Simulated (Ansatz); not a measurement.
MnS:

```
Mn S
1.0
     0.00000    2.60450    2.60450
     2.60450    0.00000    2.60450
     2.60450    2.60450    0.00000
Mn S
1 1
Direct
  0.00000 0.00000 0.00000
  0.50000 0.50000 0.50000
```

- Program: Ansatz 0.2.0
- Task: relaxation of cell and atoms
- Functional: B3LYP
- Potentials or basis: Ansatz PAW
- Cutoff: 420 eV (not typed: the program's choice for these potentials)
- k mesh: 5 × 5 × 5
- Occupations: fermi-dirac, width 0.05 eV
- Spin: collinear spin, ferromagnetic start
- Starting moments: [4.0, 0.0] μB

At the start: volume 17.67 Å³/atom.

Task: Where does the relaxation end?

Result: It ends after 4 steps and the volume is 18.80 Å³/atom (+6.4 %); space group Fm-3m (No. 225, to 0.05 Å); moment 5.00 μB per cell.

Step by step:
```csv
step,energy change (eV),largest force (eV/Å),volume (Å³)
1,0.0000,0.0000,35.33
2,-0.0357,0.0000,37.55
3,-0.0357,0.0000,37.59
4,-0.0367,0.0000,37.59
```

Final structure:
```
Mn S
1.0
     0.00000    2.65877    2.65877
     2.65877    0.00000    2.65877
     2.65877    2.65877    0.00000
Mn S
1 1
Direct
  0.00000 0.00000 0.00000
  0.50000 0.50000 0.50000
```

Caveat: the magnetic or orbital state may not be the lowest; the plane-wave basis is chosen anew once the cell has moved, so the energies of steps on either side of that aren't comparable; a cell with one magnetic atom can't hold antiferromagnetic order, which such compounds often take; the PAW data sets come from PBE, with cores solved anew for the run's functional, which leaves a small shift of forces and pressure.
